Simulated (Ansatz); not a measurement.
## MoS2: field gradients against cell size

Reference cell: a structure deposited in the COD, its atoms then relaxed with PBE in this cell.

```xyz
3
Lattice="1.5815 0.9131 6.1233 -1.5815 0.9131 6.1233 0.0000 -1.8262 6.1233" Properties=species:S:1:pos:R:3 pbc="T T T"
Mo    0.0000    0.0000   -0.0001
S     0.0000    0.0000    4.5612
S     0.0000    0.0000    7.6862
```

Sites (sets of like atoms) are named by element and the number of their first atom in this list.

Computed with Ansatz: DFT, PBE, plane waves and PAW, scalar-relativistic, collinear spin, 420 eV cutoff, Γ-centred 16×16×16 k-points, Fermi–Dirac smearing 0.02 eV. Start moments as typed (μB): 2 on each Mo, none on the rest.

The cell is scaled uniformly, and the ions relax again at each size.

```
V/V₀   Mo V_zz (η)   S2 V_zz (η)   S3 V_zz (η)
0.94  -6.53 (0.00)  -4.89 (0.00)  -4.60 (0.00)
0.96  -6.84 (0.00)  -5.04 (0.00)  -4.79 (0.00)
0.98  -7.13 (0.00)  -5.18 (0.00)  -4.96 (0.00)
1.00  -7.41 (0.00)  -5.32 (0.00)  -5.14 (0.00)
1.02  -7.65 (0.00)  -5.45 (0.00)  -5.29 (0.00)
1.04  -7.89 (0.00)  -5.58 (0.00)  -5.44 (0.00)
1.06             ?             ?             ?
```

(1) Fill in the row for V/V₀ = 1.06 (V_zz in 10²¹ V/m²).

Without spin–orbit coupling (the program notes it for Mo) the gradients can shift somewhat, as the gap is small. The start moments die out, and the run ends without spin.

## Answers

(1) Mo: -8.12 (0.00), S2: -5.71 (0.00), S3: -5.59 (0.00). Worked for Mo: a power law through the other 6 rows, |V_zz| = 7.37 × (V/V₀)^1.87, gives 8.22 at V/V₀ = 1.06, against 8.12 from the run (+1.2 %). Logarithmic slopes d ln|V_zz|/d ln V over the series: Mo 1.8, S2 1.3, S3 1.6. Point charges on a uniformly scaled lattice would give −1; atoms that shift within the cell as it changes, and charge that moves in the bonds, make the difference.

No dispersion correction is included, which matters between the layers of this solid.
